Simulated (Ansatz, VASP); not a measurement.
One calculation of HgTe (Coloradoite), two programs

```
Hg Te
1.0
     0.00000    3.13577    3.13577
     3.13577    0.00000    3.13577
     3.13577    3.13577    0.00000
Hg Te
1 1
Cartesian
  0.0000 0.0000 0.0000
  1.5679 1.5679 1.5679
```

Alike in both runs: task single point; functional PBE; dispersion D3(BJ); k mesh 10 × 10 × 10; occupations gaussian, width 0.05 eV; no spin polarisation.

|  | VASP | Ansatz |
| --- | --- | --- |
| version | VASP 6.6.1 | Ansatz 0.2.0 |
| potentials or method | VASP PAW PBE potentials, release 64 (Hg, Te) | scalar-relativistic, plane waves, PAW |
| plane-wave cutoff (eV) | 520 | 420 |
| valence electrons in the cell | 18 | 36 |

VASP gave:

| Property | Result |
| --- | --- |
| gap on the k mesh at the Fermi level (eV) | none |
| pressure (GPa) | 7.3 |

Problem. What did Ansatz give for the same quantities?

Solution. gap on the k mesh at the Fermi level (eV): none; pressure (GPa): 7.1.

A gap of «none» marks a metal or a gap that the smearing closes. The two sets of potentials don't hold the same shells in valence.

Caveats: pairwise dispersion overbinds metals, which lowers pressure and volume. Spin-orbit coupling is left out, which matters for the levels of Hg, Te.
